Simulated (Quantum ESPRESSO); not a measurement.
Ti2O:

```
Ti O
1.0
     2.91940    0.00000    0.00000
    -1.45970    2.52827    0.00000
     0.00000    0.00000    4.71300
Ti O
2 1
Direct
  0.33333 0.66667 0.72126
  0.66667 0.33333 0.27874
  0.00000 0.00000 0.00000
```

Base run:

| Quantity | Value |
| --- | --- |
| Program | Quantum ESPRESSO 7.5 |
| Functional | PBEsol |
| Potentials or basis | GBRV 1.5 PBEsol |
| Cutoff | 612 eV |
| Density cutoff | 4898 eV |
| k mesh | 10 × 10 × 6 |
| Occupations | fermi-dirac, width 0.05 eV |
| Spin | no spin polarisation |
| Hubbard terms | Ti d U = 6 eV |

Its results: band gap on the k mesh none (metal or under the smearing width); pressure 15.2 GPa; largest force 1.205 eV/Å.

The run is repeated on the same cell with these changes: hubbard terms from Ti d U = 6 eV to Ti d U = 1 eV. What comes out?

Band gap on the k mesh none (metal or under the smearing width); pressure 6.2 GPa; largest force 1.277 eV/Å.

Caveats: U without spin polarisation on a metal has little footing; forces of over 1 eV/Å show positions far from the minimum, so gaps and moduli don't describe the material at rest.

Not every run made on this cell is shown here.
